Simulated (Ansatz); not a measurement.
**Mg_Al in AlN (P6_3mc): charge-transition levels and formation energies**

Charge states of Mg_Al in AlN (P6_3mc), set against the band edges. Model: a cell of 72 host atoms with 1 Al taken out and 1 Mg put in.

Calculated with Ansatz 0.2.0; place-levels on r2SCAN runs: charge-transition levels and formation energies with image-charge correction and potential alignment at the atomic sites; PAW set soft_1.

In doubt: warnings of the run leave room for a lower electronic state (in some of the runs), so energies may not be the lowest and differences between runs may mislead.

### 1. Set-up

The cell holds 72 atoms: 35 Al, 36 N and 1 Mg. Its edges and angles: a = 9.320 Å, b = 9.320 Å, c = 9.956 Å, α = 90.0°, β = 90.0°, γ = 120.0°. It derives from AlN (space group P6_3mc). Nearest the centre at fractional (0.444, 0.556, 0.500): Mg34 at 0.00 Å, N11 at 1.89 Å, N43 at 1.89 Å, N35 at 1.89 Å, N40 at 1.90 Å, Al9 at 3.07 Å, Al13 at 3.07 Å, Al41 at 3.07 Å.

Structure file:

```xyz
72
Lattice="9.3196 0.0000 0.0000 -4.6598 8.0710 0.0000 0.0000 0.0000 9.9565" Properties=species:S:1:pos:R:3 pbc="T T T"
Al    1.5533    0.8968    2.4852
Al    0.0000    1.7936    4.9743
N     1.5533    0.8968    4.3848
N     0.0000    1.7936    1.8957
Al    1.5533    0.8968    7.4634
Al    0.0000    1.7936    9.9525
N     1.5533    0.8968    9.3631
N     0.0000    1.7936    6.8739
Al    0.0000    3.5871    2.4852
Al   -1.5533    4.4839    4.9743
N     0.0000    3.5871    4.3848
N    -1.5533    4.4839    1.8957
Al    0.0000    3.5871    7.4634
Al   -1.5533    4.4839    9.9525
N     0.0000    3.5871    9.3631
N    -1.5533    4.4839    6.8739
Al   -1.5533    6.2774    2.4852
Al   -3.1065    7.1742    4.9743
N    -1.5533    6.2774    4.3848
N    -3.1065    7.1742    1.8957
Al   -1.5533    6.2774    7.4634
Al   -3.1065    7.1742    9.9525
N    -1.5533    6.2774    9.3631
N    -3.1065    7.1742    6.8739
Al    4.6598    0.8968    2.4852
Al    3.1065    1.7936    4.9743
N     4.6598    0.8968    4.3848
N     3.1065    1.7936    1.8957
Al    4.6598    0.8968    7.4634
Al    3.1065    1.7936    9.9525
N     4.6598    0.8968    9.3631
N     3.1065    1.7936    6.8739
Al    3.1065    3.5871    2.4852
Mg    1.5533    4.4839    4.9743
N     3.1065    3.5871    4.3848
N     1.5533    4.4839    1.8957
Al    3.1065    3.5871    7.4634
Al    1.5533    4.4839    9.9525
N     3.1065    3.5871    9.3631
N     1.5533    4.4839    6.8739
Al    1.5533    6.2774    2.4852
Al    0.0000    7.1742    4.9743
N     1.5533    6.2774    4.3848
N     0.0000    7.1742    1.8957
Al    1.5533    6.2774    7.4634
Al    0.0000    7.1742    9.9525
N     1.5533    6.2774    9.3631
N     0.0000    7.1742    6.8739
Al    7.7663    0.8968    2.4852
Al    6.2130    1.7936    4.9743
N     7.7663    0.8968    4.3848
N     6.2130    1.7936    1.8957
Al    7.7663    0.8968    7.4634
Al    6.2130    1.7936    9.9525
N     7.7663    0.8968    9.3631
N     6.2130    1.7936    6.8739
Al    6.2130    3.5871    2.4852
Al    4.6598    4.4839    4.9743
N     6.2130    3.5871    4.3848
N     4.6598    4.4839    1.8957
Al    6.2130    3.5871    7.4634
Al    4.6598    4.4839    9.9525
N     6.2130    3.5871    9.3631
N     4.6598    4.4839    6.8739
Al    4.6598    6.2774    2.4852
Al    3.1065    7.1742    4.9743
N     4.6598    6.2774    4.3848
N     3.1065    7.1742    1.8957
Al    4.6598    6.2774    7.4634
Al    3.1065    7.1742    9.9525
N     4.6598    6.2774    9.3631
N     3.1065    7.1742    6.8739
```

Screening for the image-charge correction: ε∞ = (4.49, 4.49, 4.72), ε0 = (8.15, 8.15, 9.65), computed on the host (DFPT, PBEsol, on the r2SCAN cell), and a cell off the functional's own equilibrium shifts the ionic part.

The cell's shortest repeat is 9.3 Å.

### 2. The runs of each charge state

A transition level is the Fermi level at which two charge states cost the same, so each charge needs its own total energy, at its own relaxed structure.

Random displacements of about 0.05 Å break the site symmetry at the start, so that the relaxation can reach a distorted minimum if there is one. Forces are taken at one point at (¼, ¼, ¼). The cell holds 1 electron more than the neutral one, with a uniform background that keeps it neutral on the whole.

The sampling was tested on the host first: at the k-points planned (1x1x1 shifted 0.25 0.25 0.25) its energy lies -0.014 eV an atom from the dense-mesh value, under the bound of 0.02 eV set for this test; that bounds the host's error, not the defect's.

One state's input; the others differ in charge, spin, start and seed, and in occupations where the table says so.

qm1.relax/input.yaml

```yaml
crystal:
  lattice:
    - [3.10652185, 3.0e-08, 0.0]
    - [-1.55326095, 2.69032682, 0.0]
    - [0.0, 0.0, 4.97823886]
  atoms:
    - { symbol: Al, position: [0.66666667, 0.33333333, 0.49920333] }
    - { symbol: Al, position: [0.33333333, 0.66666667, 0.99920333] }
    - { symbol: "N", position: [0.66666667, 0.33333333, 0.88079667] }
    - { symbol: "N", position: [0.33333333, 0.66666667, 0.38079667] }
  supercell: [3, 3, 2]
  defects: [{ substitution: { at: 33, symbol: Mg } }]
total_charge: -1
basis:
  ecutwfc: 500
  xc_grid: 2
hamiltonian:
  xc: r2scan
  pseudopotentials: { kind: paw, azcp: { folder: soft_1 } }
kpoints:
  mp_grid: { grid: [1, 1, 1], shift: [0.25, 0.25, 0.25] }
scf:
  occupations: { method: fixed }
  max_iter: 100
output:
  forces: true
  charged_corrections: { epsilon: [4.49, 4.49, 4.72], static_epsilon: [8.15, 8.15, 9.65] }
relax:
  f_tol: 0.02
  max_steps: 80
  random_displacement: { amplitude: 0.05, seed: 2201 }
checkpoint:
  write: "../qm1.relax.run"
  compress: false
  write_wavefunctions: true
  write_every: 100000
```

On the command line:

```console
> ansatz run input.yaml --threads 4 --pin off --max-ram 7536MiB --backend cpu --events-out ev --progress --plain --runs-dir out
```

Defect states can disperse in a cell of this size, so the energy is taken again at a 2×2×2 shifted mesh, on the relaxed structure.

The run of this state that the levels use, under r2SCAN:

qm1.point/input.yaml

```yaml
crystal:
  checkpoint: "../qm1.relax.run"
  host: checkpoint
total_charge: -1
basis:
  ecutwfc: 500
  xc_grid: 2
hamiltonian:
  xc: r2scan
  pseudopotentials: { kind: paw, azcp: { folder: soft_1 } }
kpoints:
  mp_grid: { grid: [2, 2, 2], shift: [0.5, 0.5, 0.5] }
scf:
  occupations: { method: fermi_dirac, width: 0.01 }
  max_iter: 100
output:
  forces: true
  eigenvalues: true
  charged_corrections:
    epsilon: [4.49, 4.49, 4.72]
    static_epsilon: [8.15, 8.15, 9.65]
    defect_position: [0.444444, 0.555556, 0.499602]
  eigenstates: { localisation: true }
  populations: true
  band_densities: [{ bands: [v1, v1] }, { bands: [c1, c1] }]
  write_density: true
  write_potential: true
  volumetric_format: npy
checkpoint:
  read: "../qm1.relax.run"
  write: "../qm1.point.run"
  compress: false
  write_wavefunctions: false
  write_every: 100000
```

Relaxations under r2SCAN at one point at (¼, ¼, ¼); times on 4 threads of AMD EPYC 7R13 (Zen 3), shared host:

```tsv
charge	moment (μB)	occupations	outcome	steps	largest displacement against the far atoms (Å)	time
−1	0	fixed	converged	5	0.13	64 s
0	1	fixed	converged	15	0.18	7.2 min
+1	0	fixed	converged	7	0.16	2.5 min
+1	2	fixed	converged	6	0.17	3.6 min
```

Single points under r2SCAN at a 2×2×2 shifted mesh; times on 4 threads of AMD EPYC 7R13 (Zen 3), shared host:

```tsv
charge	moment (μB)	occupations	outcome	time
−1	0	fermi-dirac	converged	67 s
0	1	fermi-dirac	converged	3 min
+1	0	fermi-dirac	converged	89 s
+1	2	fermi-dirac	converged	3.6 min
```

Distances (Å) from Mg34 to the nearest atoms after relaxation with r2SCAN:

```tsv
charge	moment (μB)	1.	2.	3.	4.	5.	6.
−1	0	N 2.01	N 2.01	N 2.01	N 2.04	Al 3.06	Al 3.06
0	1	N 1.99	N 1.99	N 2.00	N 2.14	N 2.99	Al 3.01
+1	0	N 1.99	N 2.01	N 2.02	N 2.11	N 3.02	Al 3.04
+1	2	N 2.01	N 2.01	N 2.05	N 2.11	N 3.00	Al 3.04
```

### 3. place-levels, r2SCAN

A charged cell interacts with its images and the background, and its potential has another zero than the host's. place-levels removes the first by a point-charge model, screened by the static dielectric constant since the ions have relaxed around the charge, and the second by comparing potentials at atoms far from the defect.

The host is a run of the defect-free crystal in the same cutoffs, grids and k-points, so that basis and sampling errors cancel in part in the differences. The host is run in a cell of 8 atoms on a matching mesh. Its band edges are searched through the zone by a band path, so the gap is smaller than, or equal to, that on the mesh. Chemical potentials are energies per atom of Al (fcc) and Mg (hcp), run with the same functional and cutoff.

levels.point.yaml

```yaml
host:
  run: host.point.run
states: [qm1.point.run, q0_M1.point.run, qp1.point.run, qp1_M2.point.run]
geometry_from:
  qm1.point.run: qm1.relax.run
  q0_M1.point.run: q0_M1.relax.run
  qp1.point.run: qp1.relax.run
  qp1_M2.point.run: qp1_M2.relax.run
  host.point.run: host.relax.run
chemical_potentials:
  Al:
    energy: -540.418346
    dataset: <sha256 of the dataset>
  Mg:
    energy: -1926.407918
    dataset: "<sha256 of the dataset>"
epsilon: [4.49, 4.49, 4.72]
static_epsilon: [8.15, 8.15, 9.65]
vertical:
  - { from: qm1.point.run, to: qm1.point_neutral.run }
  - { from: qp1.point.run, to: qp1.point_neutral.run }
  - { from: qp1_M2.point.run, to: qp1_M2.point_neutral.run }
```

On the command line:

```console
> ansatz place-levels levels.point.yaml -- --threads 4 --pin off --max-ram 7536MiB
```

Numbers of over 12 decimals in the logs are rounded to 6 here.

Log:

```text
[... repeated set-up lines and file paths are left out, and long positions are rounded to six places ...]
(+1/0) 0.000 eV above the valence edge (-0.216 eV without the band-filling correction), 4.878 eV under the conduction edge
(0/-1) 0.316 eV above the valence edge, 4.561 eV under the conduction edge
formation energy of charge +1: +3.743 eV with the Fermi level at the valence edge
formation energy of charge 0: +3.743 eV with the Fermi level at the valence edge
formation energy of charge -1: +4.059 eV with the Fermi level at the valence edge
vertical -1 to 0: no energy, since no alignment is typed
  the change from vertical[0].from (qm1.point.run) to vertical[0].to (qm1.point_neutral.run): by its potential at epsilon [4.49, 4.49, 4.72] it stands at 0.472 0.528 0.457, with an rms radius of about 3.3 Å (1.8 1.8 2.1 Å across the planes of the cell's [...]
vertical +1 to 0: no energy, since no alignment is typed
  the change from vertical[1].from (qp1.point.run) to vertical[1].to (qp1.point_neutral.run): by its potential at epsilon [4.49, 4.49, 4.72] it stands at 0.433 0.542 0.364, with an rms radius of about 4.8 Å (2.9 2.6 2.7 Å across the planes of the cell's [...]
vertical +1 to 0: no energy, since no alignment is typed
  the change from vertical[2].from (qp1_M2.point.run) to vertical[2].to (qp1_M2.point_neutral.run): by its potential at epsilon [4.49, 4.49, 4.72] it stands at 0.472 0.527 0.444, with an rms radius of about 3.0 Å (1.8 1.8 1.6 Å across the planes of the cell's [...]
  edges by r2scan, gap 4.878 eV; the host is sampled to repeats of 18.64 Å
  the defect's cells are sampled to repeats of 18.64 Å, like sampling
  charge +1: -34814.4615 eV with its correction of +0.193 eV, at epsilon [8.15, 8.15, 9.65], aligned at sites: -0.0700 eV, mean over 33 atomic sites at or beyond 4.66 Å from the host's site at [0.4444, 0.5556, 0.4997] by the defect at [0.4444, 0.5556, [...]
  charge 0: +0.000 eV for its dipole among its images, +0.010 omitted
  charge -1: -34800.5243 eV with its correction of +0.247 eV, at epsilon [8.15, 8.15, 9.65], aligned at sites: +0.0156 eV, mean over 33 atomic sites at or beyond 4.66 Å from the host's site at [0.4444, 0.5556, 0.4997] by the defect at [0.4444, 0.5556, [...]
  charge +1: states[2] (qp1.point.run) stands 0.134 eV higher, with a moment of 0.00 μB against 2.00
  states[2] (qp1.point.run): levels filled in part (TS 0.015 eV): its energy is of no whole electron's
  of states[3] (qp1_M2.point.run): it parts from the run at its places by a charge that spreads by about 1.8 Å along one vector (1.4 Å or more is wide), by its potential at epsilon [4.49, 4.49, 4.72], taken for that of held ions (one typed too small widens [...]
  of states[1] (q0_M1.point.run): stability_check_not_made
  of states[0] (qm1.point.run): it parts from the run at its places by a charge that spreads by about 1.8 Å along one vector (1.4 Å or more is wide), by its potential at epsilon [4.49, 4.49, 4.72], taken for that of held ions (one typed too small widens it), [...]
  of states[2] (qp1.point.run): it parts from the run at its places by a charge that spreads by about 2.9 Å along one vector (1.4 Å or more is wide), by its potential at epsilon [4.49, 4.49, 4.72], taken for that of held ions (one typed too small widens it), [...]
  of vertical[0].from (qm1.point.run): it parts from the run at its places by a charge that spreads by about 1.8 Å along one vector (1.4 Å or more is wide), by its potential at epsilon [4.49, 4.49, 4.72], taken for that of held ions (one typed too small [...]
  vertical[0].to (qm1.point_neutral.run): levels filled in part (TS 0.009 eV): its energy is of no whole electron's
  of vertical[0].to (qm1.point_neutral.run): stability_check_not_made
  vertical[1].from (qp1.point.run): levels filled in part (TS 0.015 eV): its energy is of no whole electron's
  of vertical[1].from (qp1.point.run): its displacements don't fall off away from the defect: farther atoms stand 0.011 Å off the host's places. [...]
  vertical[1].to (qp1.point_neutral.run): levels filled in part (TS 0.004 eV): its energy is of no whole electron's
  of vertical[1].to (qp1.point_neutral.run): its displacements don't fall off away from the defect: farther atoms stand 0.011 Å off the host's places. [...]
  of vertical[2].from (qp1_M2.point.run): its displacements don't fall off away from the defect: farther atoms stand 0.011 Å off the host's places. [...]
  vertical[2].to (qp1_M2.point_neutral.run): levels filled in part (TS 0.006 eV): its energy is of no whole electron's
  of vertical[2].to (qp1_M2.point_neutral.run): its displacements don't fall off away from the defect: farther atoms stand 0.011 Å off the host's places. [...]
```

Run time: 0.65 s. Hardware: 4 threads of AMD EPYC 7R13 (Zen 3), shared host.

Levels between the charges placed, in eV above the valence top:

```tsv
	gap (eV)	(+1/0)	(0/−1)
r2SCAN	4.88	0.00	0.32
```

Corrections by state:

```tsv
charge	moment (μB)	image terms and alignment (eV)	band filling (eV)	ε used	over the lowest of its charge, as the program ranks them, band filling apart (eV)
+1	2.0	0.193	-0.216	principal values (8.15, 8.15, 9.65)	0.000
0	1.0	0.000	-	-	0.000
−1	0.0	0.247	-	principal values (8.15, 8.15, 9.65)	0.000
+1	0.0	0.145	-	principal values (8.15, 8.15, 9.65)	0.134
```

The charged structures listed were also run neutral, and place-levels reads from each pair, by the potential or the spins, how wide the charge is by which they differ; that can be the carrier of either run.

```tsv
charge	rms radius (Å)	spread where it is widest against the cell (Å)	wide from (Å)	reading
+1	3.0	1.79	1.40	wide
−1	3.3	1.79	1.40	wide
```

The neutral runs of these pairs need not share the spin of the lowest neutral state, and very wide values only mean spread over the cell.

From the program's caveats on the states, each cut to its opening words:

- charge +1 (2 μB), −1: it parts from the run at its places by a charge that spreads by about 1.8 Å along one vector (1.4 Å or more is wide), by its potential at epsilon [4.49, 4.49, [...]
- charge +1 (2 μB): a band-filling correction moves a carrier to the host's band edge, which changes its energy by -0.216 eV
- charge +1 (2 μB): its alignment with the host at atomic sites is doubtful: the mean over the far sites moves by -0.0528 eV from their farther parts to their nearer, more than [...]
- charge +1 (2 μB): the host's ions (past the first shell or, of a walk that freed a part, those that it held) aren't shown at rest: they stand up to 0.052 Å off their sites, 1.05 [...]
- charge +1 (2 μB), +1: its displacements don't fall off away from the defect: farther atoms stand 0.011 Å off the host's places
- charge +1 (2 μB), 0 (1 μB): flagged: stability check not made
- charge +1: it parts from the run at its places by a charge that spreads by about 2.9 Å along one vector (1.4 Å or more is wide), by its potential at epsilon [4.49, 4.49, [...]
- charge +1: the host's ions (past the first shell or, of a walk that freed a part, those that it held) aren't shown at rest: they stand up to 0.032 Å off their sites, 0.55 [...]

The host's formation energy from the elements is -1.627 eV per atom; it sets how far the chemical potentials can move.

Limit set by the element alone; other compounds of these elements are not counted. Chemical potentials from the elements' reference states: Al 0.00 eV, N -3.25 eV, Mg 0.00 eV. Formation energies (Al-rich), with the Fermi level at the valence top and at the conduction bottom (gap 4.88 eV):

```tsv
charge	at valence top (eV)	at conduction bottom (eV)	correction included (eV)
+1	3.74	8.62	-0.02
0	3.74	3.74	0.00
−1	4.06	-0.82	0.25
```

| Fermi level (eV) | lowest formation energy (eV) |
| --- | --- |
| 0.00 | 3.74 |
| 0.44 | 3.62 |
| 0.89 | 3.17 |
| 1.33 | 2.73 |
| 1.77 | 2.29 |
| 2.22 | 1.84 |
| 2.66 | 1.40 |
| 3.11 | 0.95 |
| 3.55 | 0.51 |
| 3.99 | 0.07 |
| 4.43 | -0.38 |
| 4.88 | -0.82 |

Limit set by the element alone; other compounds of these elements are not counted. Chemical potentials from the elements' reference states: N 0.00 eV, Al -3.25 eV, Mg 0.00 eV. Formation energies (N-rich), with the Fermi level at the valence top and at the conduction bottom (gap 4.88 eV):

```tsv
charge	at valence top (eV)	at conduction bottom (eV)	correction included (eV)
+1	0.49	5.37	-0.02
0	0.49	0.49	0.00
−1	0.81	-4.07	0.25
```

(Fermi level (eV), lowest formation energy (eV)): (0.00, 0.49), (0.44, 0.36), (0.89, -0.08), (1.33, -0.52), (1.77, -0.97), (2.22, -1.41), (2.66, -1.86), (3.11, -2.30), (3.55, -2.74), (3.99, -3.19), (4.43, -3.63), (4.88, -4.07)

### 4. The same at the relaxations' own k-points

The relaxations' own energies give the levels at their sampling, for comparison.

levels.relax_mesh.yaml

```yaml
host:
  run: host.relax.run
states: [qm1.relax.run, q0_M1.relax.run, qp1.relax.run, qp1_M2.relax.run]
chemical_potentials:
  Al:
    energy: -540.418346
    dataset: <sha256 of the dataset>
  Mg:
    energy: -1926.407918
    dataset: "<sha256 of the dataset>"
```

On the command line:

```console
> ansatz place-levels levels.relax_mesh.yaml -- --threads 4 --pin off --max-ram 7536MiB
```

Log:

```text
(+1/0) 0.026 eV beneath the valence edge (-0.213 eV without the band-filling correction), in the valence band
(0/-1) 0.334 eV above the valence edge, 4.552 eV under the conduction edge
formation energy of charge +1: +3.785 eV with the Fermi level at the valence edge
formation energy of charge 0: +3.759 eV with the Fermi level at the valence edge
formation energy of charge -1: +4.093 eV with the Fermi level at the valence edge
  edges by r2scan, gap 4.886 eV; the host is sampled to repeats of 13.64 Å
[... the lines on each state left out ...]
```

It took 0.19 s on 4 threads.

Levels between neighbouring charges, in eV above the valence top:

```tsv
	gap (eV)	(+1/0)	(0/−1)
one point at (¼, ¼, ¼)	4.89	-0.03	0.33
a 2×2×2 shifted mesh	4.88	0.00	0.32
```

Going from one point at (¼, ¼, ¼) to a 2×2×2 shifted mesh moves the levels that carry no band-filling term by up to 0.02 eV and formation energies against the elements by up to 0.04 eV; band-filling terms, which differ between samplings, are in these energies.

### 5. Summary of results

```yaml
gap_of_the_host: 4.88 eV (r2SCAN)
level_plus_1_over_0: 0.00 eV above the valence top (-0.22 eV above the valence top without the band-filling term)
level_0_minus_1: 0.32 eV above the valence top
lowest_of_the_charges_placed_just_above_the_valence_top_0p02_ev: 0
lowest_of_the_charges_placed_just_below_the_conduction_bottom_0p02_ev: −1
lowest_formation_energy_at_mid_gap_of_the_charges_run_al_rich: 1.62 eV
lowest_formation_energy_at_mid_gap_of_the_charges_run_n_rich: -1.63 eV
```

In words: Of the charges placed (−1, 0 and +1), the lowest changes at 0.32 eV (0/−1) above the valence top, in a gap of 4.88 eV. Charges below −1 were not placed, so these runs say nothing of levels that involve them. States placed: +1 at 2 μB and 0 μB; 0 at 1 μB; −1 at 0 μB. Other spin states or structures, where not listed, weren't placed. The program finds carriers beyond a band edge of the host and adds a band-filling term at charge +1 (-0.22 eV); steps to such a charge show no bound level, and a defect level inside a band would be read the same way. Mg is taken at its element; compounds, which aren't counted here, bound the chemical potentials and would shift these formation energies. Going from one point at (¼, ¼, ¼) to a 2×2×2 shifted mesh moves the levels that carry no band-filling term by up to 0.02 eV and formation energies against the elements by up to 0.04 eV; band-filling terms, which differ between samplings, are in these energies. The program doubts the alignment of potentials for at least one state, a sign that the cell is small. What this leaves open: r2SCAN makes the gap too small and tends to spread out bound carriers; where a gas molecule sets a chemical potential or the host's formation energy, its binding is uncorrected; force components of up to 0.29 eV/Å remain in a run at the final settings.

[Logs are printed without paths, hosts, clocks, repeated set-up lines and the standing remarks that a program may print on its own settings, such as how far it seeks lower states.]

[Hosts, paths, dates, database ids (printed as entryN), source tags and the programs' standing remarks are cut or masked in the printed files.]

[Where a table of states has a column of steps, it counts the stored structures, which are thinned; the runs took as many ionic steps or more.]

[A defect's name tells the site on which it was built; relaxed atoms can leave that site.]

[For some hosts the program warned that the k-mesh of the response run may be too coarse for force constants and the static dielectric constant; such warnings are not shown here.]
